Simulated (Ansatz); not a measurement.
Here is the system:

CaF2 (fluorite)

```
CELL_PARAMETERS angstrom
      0.00000     5.51096     5.51096
      2.75548     2.75548     5.51096
      2.75548     2.75548     0.00000
ATOMIC_POSITIONS crystal
  Ca 0.00000 0.00000 0.00000
  Ca 0.50000 0.00000 0.00000
  F  0.00000 0.25000 0.25000
  F  0.50000 0.25000 0.25000
  F  0.00000 0.75000 0.75000
  F  0.50000 0.75000 0.75000
```

A phonon eigenvector at X = (0.5, 0.5, 0.0) is frozen into this cell: atom i moves by Q times the vector below, so Q is the largest atomic displacement, in Å. The cell is held. It is one choice among 2 degenerate patterns. (q is in reciprocal vectors of the primitive cell; the cell shown is doubled to hold the pattern.)

```
atom       x       y      z
----  ------  ------  -----
Ca1    0.146   0.000  0.000
Ca2   -0.146   0.000  0.000
F3     0.000  -1.000  0.000
F4     0.000   1.000  0.000
F5     0.000  -1.000  0.000
F6     0.000   1.000  0.000
```

Level of theory: PBE (plane waves to 420 eV, PAW, scalar-relativistic; Ansatz, an electronic-structure program). k mesh 10×10×10 (Γ-centred), Fermi-Dirac smearing 0.05 eV. E stands for the smeared free energy. CaF2 was relaxed with its symmetry unable to fall. ΔE is measured from the undisplaced structure.

The scan covers Q from -0.180 to 0.180 Å in 13 points.

Problem. Which space group does the distorted structure have?

Solution. Cmcm (No. 63), lowered from Fm-3m.

Problem. Is this a single well or a double well?

Solution. A single well with its minimum at or next to zero displacement.

Problem. What is the energy change at Q = 0.180 Å?

Solution. 492 meV/cell.

Problem. What harmonic wavenumber does the curvature at Q = 0 give?

Solution. 315 cm⁻¹.

(A displaced cell: forces are minus the slopes of the energy, force constants its curvatures, and phonons follow from these.)
